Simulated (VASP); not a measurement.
# Ni in VASP: a series of runs

One slab, Ni, is run at these levels: PBEsol; tasks: work function.

Program: VASP 6.6.1. These are calculated values, not measurements. Logs are shortened: lines on timing, memory, paths and dates and some standing lists are left out, and cuts for length are marked.

## Step 1: The slab as given

The cell holds a slab with vacuum, 7 atoms: a = 2.489 Å, b = 2.489 Å, c = 28.194 Å, α = 90.00°, β = 90.00°, γ = 60.00°.

The cell was built by a generator and needn't be a form met in nature.

## Step 2: Work function, PBEsol, collinear spin, ferromagnetic start

Input file INCAR:

```
SYSTEM = Ni
  PREC = Accurate
  ENCUT = 300
  EDIFF = 1E-6
  ISMEAR = 1
  SIGMA = 0.1
  LREAL = .FALSE.
  LASPH = .TRUE.
  NELM = 150
  ALGO = Normal
  ISIF = 2
  LWAVE = .FALSE.
  LCHARG = .FALSE.
  ISPIN = 2
  MAGMOM = 0.8 0.8 0.8 0.8 0.8 0.8 0.8
  LORBIT = 11
  LMAXMIX = 4
  LDIPOL = .TRUE.
  IDIPOL = 3
  DIPOL = 0.5 0.5 0.500
  GGA = PS
  LVHAR = .TRUE.
  LVACPOTAV = .TRUE.
```

Input file KPOINTS:

```
Automatic mesh
0
G
  16 16 1
  0 0 0
```

Input file POSCAR:

```
Ni
1.0
    2.4890158700      0.0000000000      0.0000000000
    1.2445079350      2.1555509740      0.0000000000
    0.0000000000      0.0000000000     28.1936376838
Ni
7
Direct
    0.0000000000      0.0000000000      0.2837519617
    0.3333333333      0.3333333333      0.3558346411
   -0.3333333333      0.6666666667      0.4279173206
    0.0000000000      0.0000000000      0.5000000000
    0.3333333333      0.3333333333      0.5720826794
   -0.3333333333      0.6666666667      0.6441653589
    0.0000000000      0.0000000000      0.7162480383
```

Potentials or basis: VASP PAW PBE potentials, release 64 (Ni).

Started as:

```sh
> cat potpaw_PBE.64/Ni/POTCAR > POTCAR
> mpirun -np 1 vasp_std > vasp.out
```

OUTCAR:

```text
SYSTEM = Ni
   PREC = Accurate
   ENCUT = 300
   EDIFF = 1E-6
   ISMEAR = 1
   LREAL = .FALSE.
   LASPH = .TRUE.
   NELM = 150
   ISIF = 2
   ISPIN = 2
   LORBIT = 11
   GGA = PS

 ion  position               nearest neighbor table
   1  0.000  0.000  0.284-   2 2.49   2 2.49   2 2.49
   2  0.333  0.333  0.356-   1 2.49   1 2.49   1 2.49   3 2.49   3 2.49   3 2.49
   3  0.667  0.667  0.428-   4 2.49   4 2.49   4 2.49   2 2.49   2 2.49   2 2.49
   4  0.000  0.000  0.500-   3 2.49   5 2.49   3 2.49   5 2.49   5 2.49   3 2.49
   5  0.333  0.333  0.572-   4 2.49   4 2.49   4 2.49   6 2.49   6 2.49   6 2.49
   6  0.667  0.667  0.644-   7 2.49   7 2.49   7 2.49   5 2.49   5 2.49   5 2.49
   7  0.000  0.000  0.716-   6 2.49   6 2.49   6 2.49

  LATTYP: Found a hexagonal cell.
 ALAT       =     2.4890158701
 C/A-ratio  =    11.3272229487

  Lattice vectors:

 A1 = (  -1.2445079350,  -2.1555509740,   0.0000000000)
 A2 = (   2.4890158700,   0.0000000000,   0.0000000000)
 A3 = (   0.0000000000,   0.0000000000,  28.1936376838)

Analysis of symmetry for initial positions (statically):
=====================================================================
 Subroutine PRICEL returns:
 Original cell was already a primitive cell.

 Routine SETGRP: Setting up the symmetry group for a
 hexagonal supercell.

 Subroutine GETGRP returns: Found 12 space group operations
 (whereof 12 operations were pure point group operations)
 out of a pool of 24 trial point group operations.

The static configuration has the point symmetry D_3d.

Analysis of symmetry for dynamics (positions and initial velocities):
=====================================================================
 Subroutine PRICEL returns:
 Original cell was already a primitive cell.

 Routine SETGRP: Setting up the symmetry group for a
 hexagonal supercell.

 Subroutine GETGRP returns: Found 12 space group operations
 (whereof 12 operations were pure point group operations)
 out of a pool of 24 trial point group operations.

The dynamic configuration has the point symmetry D_3d.

Analysis of structural, dynamic, and magnetic symmetry:
=====================================================================
 Subroutine PRICEL returns:
 Original cell was already a primitive cell.

 Routine SETGRP: Setting up the symmetry group for a
 hexagonal supercell.

 Subroutine GETGRP returns: Found 12 space group operations
 (whereof 12 operations were pure point group operations)
 out of a pool of 24 trial point group operations.

The overall configuration has the point symmetry D_3d.

 Subroutine INISYM returns: Found 12 space group operations
 (whereof 12 operations are pure point group operations),
 and found     1 'primitive' translations

----------------------------------------------------------------------------------------

                                     Primitive cell

  volume of cell :     151.2645

  direct lattice vectors                    reciprocal lattice vectors
     2.489015870  0.000000000  0.000000000     0.401765217 -0.231959256  0.000000000
     1.244507935  2.155550974  0.000000000     0.000000000  0.463918512  0.000000000
     0.000000000  0.000000000 28.193637684     0.000000000  0.000000000  0.035468995

  length of vectors
     2.489015870  2.489015870 28.193637684     0.463918512  0.463918512  0.035468995

  position of ions in fractional coordinates (direct lattice)
     0.000000000  0.000000000  0.283751962
     0.333333333  0.333333333  0.355834641
     0.666666667  0.666666667  0.427917321
     0.000000000  0.000000000  0.500000000
     0.333333333  0.333333333  0.572082679
     0.666666667  0.666666667  0.644165359
     0.000000000  0.000000000  0.716248038

  ion indices of the primitive-cell ions
   primitive index   ion index
                 1           1
                 2           2
                 3           3
                 4           4
                 5           5
                 6           6
                 7           7

----------------------------------------------------------------------------------------

 KPOINTS: Automatic mesh

Automatic generation of k-mesh.
 Grid dimensions read from file:
 generate k-points for:   16   16    1

 Generating k-lattice:

  Cartesian coordinates                     Fractional coordinates (reciprocal lattice)
     0.025110326 -0.014497453  0.000000000     0.062500000  0.000000000  0.000000000
     0.000000000  0.028994907  0.000000000     0.000000000  0.062500000  0.000000000
     0.000000000  0.000000000  0.035468995     0.000000000  0.000000000  1.000000000

  Length of vectors
     0.028994907  0.028994907  0.035468995

  Shift w.r.t. Gamma in fractional coordinates (k-lattice)
     0.000000000  0.000000000  0.000000000

 Subroutine IBZKPT returns following result:
 ===========================================

 Found     30 irreducible k-points:

 Following reciprocal coordinates:
            Coordinates               Weight
  0.000000  0.000000  0.000000      1.000000
  0.062500  0.000000  0.000000      6.000000
  0.125000  0.000000  0.000000      6.000000
  0.187500  0.000000  0.000000      6.000000
  0.250000  0.000000  0.000000      6.000000
  0.312500  0.000000  0.000000      6.000000
[... 16 lines left out ...]
  0.375000  0.187500  0.000000      6.000000
  0.437500  0.187500  0.000000     12.000000
 [... further k-points ...]
   k-points           NKPTS =     30   k-points in BZ     NKDIM =     30   number of bands    NBANDS=     45
   number of dos      NEDOS =    301   number of ions     NIONS =      7
   total plane-waves  NPLWV =  31360
   dimension x,y,z NGX =    14 NGY =   14 NGZ =  160
   dimension x,y,z NGXF=    28 NGYF=   28 NGZF=  320
   ions per type =               7
   NGX,Y,Z   is equivalent  to a cutoff of   9.35,  9.35,  9.43 a.u.
   NGXF,Y,Z  is equivalent  to a cutoff of  18.70, 18.70, 18.87 a.u.
 SYSTEM =  Ni
   PREC   = accura    normal or accurate (medium, high low for compatibility)
   ISTART =      0    job   : 0-new  1-cont  2-samecut
   ICHARG =      2    charge: 1-file 2-atom 10-const
   ISPIN  =      2    spin polarized calculation?
   LNONCOLLINEAR =      F non collinear calculations
   LSORBIT =      F    spin-orbit coupling
   LASPH  =      T    aspherical Exc in radial PAW
   ENCUT  =  300.0 eV  22.05 Ry    4.70 a.u.   3.52  3.52 39.82*2*pi/ulx,y,z
   NELM   =    150;   NELMIN=  2; NELMDL= -5     # of ELM steps
   EDIFF  = 0.1E-05   stopping-criterion for ELM
   LREAL  =      F    real-space projection
   EDIFFG = 0.1E-04   stopping-criterion for IOM
   NSW    =      0    number of steps for IOM
   IBRION =     -1    ionic relax: 0-MD 1-quasi-New 2-CG
   NFREE  =      0    steps in history (QN), initial steepest desc. (CG)
   ISIF   =      2    stress and relaxation
   ISYM   =      2    0-nonsym 1-usesym 2-fastsym
   POTIM  = 0.5000    time-step for ionic-motion
   TEBEG  =    0.0;   TEEND  =   0.0 temperature during run
   PSTRESS=    0.0 pullay stress
   NELECT =      70.0000    total number of electrons
   NUPDOWN=      -1.0000    fix difference up-down
   EMIN   =  10.00;   EMAX   =-10.00  energy-range for DOS
   EFERMI =   0.00;   METHOD = LEGACY
   ISMEAR =     1;   SIGMA  =   0.10  broadening in eV -4-tet -1-fermi 0-gaus
   EFERMI_NEDOS =   21; number of points for ismear=-14 and -15
   IALGO  =     38    algorithm
   IMIX   =      4    mixing-type and parameters
     AMIX     =   0.40;   BMIX     =  1.00
     AMIX_MAG =   1.60;   BMIX_MAG =  1.00
  volume/ion in A,a.u.               =      21.61       145.83
  Fermi-wavevector in a.u.,A,eV,Ry     =   1.266276  2.392915 21.816339  1.603456
  Thomas-Fermi vector in A             =   2.399486
   LORBIT       =     11    0 simple, 1 ext, 2 COOP (PROOUT), +10 PAW based schemes
   GGA     = PS    functional components
   LHFCALC =     F    Hartree Fock is set to
   AEXX    =    0.0000 exact exchange contribution
   IVDW    =     0    specifies the selected vdW correction
   LEPSILON=     F    determine dielectric tensor
   LRPA    =     F    only Hartree local field effects (RPA)
 spin polarized calculation
 Methfessel and Paxton  Order N= 1 SIGMA  =   0.10
  energy-cutoff  :      300.00
  volume of cell :      151.26
 maximum number of plane-waves:      1831
   NGX =  7   NGY =  7   NGZ = 79

 dipolmoment           0.000000      0.000000     -0.000000 electrons x Angstroem

 number of electron      70.0000041 magnetization       4.2853275

 dipolmoment           0.000000      0.000000      0.000000 electrons x Angstroem

 Free energy of the ion-electron system (eV)
  ---------------------------------------------------
  ext. energy  EPLUGINS =         0.00000000
  ---------------------------------------------------
  free energy    TOTEN  =       -41.34104187 eV

  energy without entropy =      -41.34263172  energy(sigma->0) =      -41.34157182

 E-fermi :   2.1237     XC(G=0):  -7.4286

 val. band max:        2.1214438803   @ k =   0.2500   0.0000   0.0000
 cond. band min:       2.1250984101   @ k =   0.1875   0.0625   0.0000
 fundamental gap:      0.0036545298
 Fermi energy:         2.1237379054

 spin component 1

 k-point     1 :       0.0000    0.0000    0.0000
  band No.  band energies     occupation
      1      -6.7708      1.00000
      2      -6.2528      1.00000
      3      -5.4366      1.00000
      4      -4.4398      1.00000
      5      -3.4759      1.00000
      6      -2.8937      1.00000
[... 37 lines left out ...]
     44       6.9568      0.00000
     45       7.1883      0.00000

 k-point     2 :       0.0625    0.0000    0.0000
  band No.  band energies     occupation
      1      -6.6360      1.00000
      2      -6.1207      1.00000
      3      -5.3091      1.00000
      4      -4.3184      1.00000
      5      -3.3622      1.00000
      6      -2.7909      1.00000
[... 1048 lines left out ...]
 k-point    24 :       0.4375    0.1875    0.0000
  band No.  band energies     occupation
      1      -2.7819      1.00000
      2      -2.5660      1.00000
      3      -2.2844      1.00000
      4      -2.0075      1.00000
      5      -1.7736      1.00000
      6      -1.6047      1.00000
[... 37 lines left out ...]
     44      10.4477      0.00000
     45      10.9699      0.00000

 [... further k-points ...]

 spin component 2

 k-point     1 :       0.0000    0.0000    0.0000
  band No.  band energies     occupation
      1      -6.7921      1.00000
      2      -6.2748      1.00000
      3      -5.4525      1.00000
      4      -4.4331      1.00000
      5      -3.3879      1.00000
      6      -2.6403      1.00000
[... 37 lines left out ...]
     44       6.9875      0.00000
     45       7.2030      0.00000

 k-point     2 :       0.0625    0.0000    0.0000
  band No.  band energies     occupation
      1      -6.6570      1.00000
      2      -6.1424      1.00000
      3      -5.3245      1.00000
      4      -4.3108      1.00000
      5      -3.2721      1.00000
      6      -2.5324      1.00000
[... 1048 lines left out ...]
 k-point    24 :       0.4375    0.1875    0.0000
  band No.  band energies     occupation
      1      -2.6738      1.00000
      2      -2.4156      1.00000
      3      -2.0597      1.00000
      4      -1.6977      1.00000
      5      -1.4139      1.00000
      6      -1.2309      1.00000
[... 37 lines left out ...]
     44      10.5603      0.00000
     45      11.1188      0.00000

 [... further k-points ...]

------------------------ aborting loop because EDIFF is reached ----------------------------------------

  FORCE on cell =-STRESS in cart. coord.  units (eV):
  Direction    XX          YY          ZZ          XY          YZ          ZX
  --------------------------------------------------------------------------------------
  -------------------------------------------------------------------------------------
  Total       -6.7015087     -6.7015087     -5.0432698      0.0000000      0.0000000      0.0000000
  in kB      -70.9816501    -70.9816501    -53.4177637      0.0000000      0.0000000      0.0000000
  external PRESSURE =     -65.1270213 kB  Pullay stress =       0.0000000 kB

 VOLUME and BASIS-vectors are now :
 -----------------------------------------------------------------------------
  energy-cutoff  :      300.00
  volume of cell :      151.26
      direct lattice vectors                 reciprocal lattice vectors
     2.489015870  0.000000000  0.000000000     0.401765217 -0.231959256  0.000000000
     1.244507935  2.155550974  0.000000000     0.000000000  0.463918512  0.000000000
     0.000000000  0.000000000 28.193637684     0.000000000  0.000000000  0.035468995

 POSITION                                       TOTAL-FORCE (eV/Angst)
 -----------------------------------------------------------------------------------
      0.00000      0.00000      8.00000        -0.000000     -0.000000      0.489614
      1.24451      0.71852     10.03227         0.000000      0.000000     -0.115425
      2.48902      1.43703     12.06455         0.000000     -0.000000     -0.035102
      0.00000      0.00000     14.09682        -0.000000     -0.000000      0.000000
      1.24451      0.71852     16.12909         0.000000      0.000000      0.035102
      2.48902      1.43703     18.16136        -0.000000     -0.000000      0.115425
      0.00000      0.00000     20.19364         0.000000      0.000000     -0.489614
 -----------------------------------------------------------------------------------
    total drift:                                0.000000      0.000000     -0.000000

  FREE ENERGIE OF THE ION-ELECTRON SYSTEM (eV)
  ---------------------------------------------------
  free  energy   TOTEN  =       -41.3410418700 eV

  energy  without entropy=      -41.3426317208  energy(sigma->0) =      -41.34157182

 vacuum level on the upper side and lower side of the slab         7.287         7.287

 total charge

# of ion       s       p       d       tot
------------------------------------------
    1        0.489   0.383   8.290   9.162
    2        0.494   0.497   8.299   9.290
    3        0.499   0.500   8.299   9.298
    4        0.499   0.501   8.300   9.299
    5        0.499   0.500   8.299   9.298
    6        0.494   0.497   8.299   9.290
    7        0.489   0.383   8.290   9.162
--------------------------------------------------
tot          3.464   3.259  58.076  64.799

 magnetization (x)

# of ion       s       p       d       tot
------------------------------------------
    1       -0.007  -0.026   0.679   0.646
    2       -0.008  -0.026   0.679   0.646
    3       -0.007  -0.025   0.636   0.604
    4       -0.007  -0.024   0.630   0.599
    5       -0.007  -0.025   0.636   0.604
    6       -0.008  -0.026   0.679   0.646
    7       -0.007  -0.026   0.679   0.646
--------------------------------------------------
tot         -0.052  -0.177   4.618   4.389
```

Run time: 5.3 min. Hardware: 1 thread of Intel Xeon 6975P-C (Granite Rapids), shared host; peak memory 0.28 GiB.

Results:

| Quantity | Value |
| --- | --- |
| Free energy | -41.3410 eV |
| Largest force | 0.490 eV/Å |
| Band gap on the k mesh | none (metal or under the smearing width) |
| Net moment | 4.29 μB per cell |
| Site moments | Ni +0.65, +0.60 μB |
| Valence electrons inside the program's atomic spheres | Ni 9.16, 9.29, 9.30 |
| Work function of the upper face | 5.16 eV |
| Work function of the lower face | 5.16 eV |

Forces in eV/Å, atoms in the order of the input:
```
Ni   0.000  0.000  0.490
Ni   0.000  0.000 -0.115
Ni   0.000  0.000 -0.035
Ni   0.000  0.000  0.000
Ni   0.000  0.000  0.035
Ni   0.000  0.000  0.115
Ni   0.000  0.000 -0.490
```

Levels at points of the mesh, in eV from the Fermi level:
Spin up:
```
           k point  band 35  band 36  band 37  band 38  band 39  band 40  band 41  band 42
(0.00, 0.00, 0.00)    -1.04    -0.82    -0.82    -0.66    -0.66    -0.60    -0.60    -0.22
(0.50, 0.00, 0.00)    -0.39     0.21     1.05     1.75     2.21     2.40     2.51     2.54
```
Spin down:
| k point | band 29 | band 30 | band 31 | band 32 | band 33 | band 34 | band 35 | band 36 |
| --- | --- | --- | --- | --- | --- | --- | --- | --- |
| (0.00, 0.00, 0.00) | -0.69 | -0.67 | -0.67 | -0.57 | -0.57 | -0.38 | -0.38 | -0.16 |
| (0.50, 0.00, 0.00) | 0.16 | 0.19 | 0.23 | 0.24 | 0.30 | 0.40 | 0.40 | 0.42 |

Caveat: the cutoff is under 1.25 times the usual one of these potentials, so pressure, stress and relaxed cells hold a basis-set (Pulay) error; the PAW data sets were made with another functional, which shifts forces and pressure a little.

(Continued in part 2 of 3.)
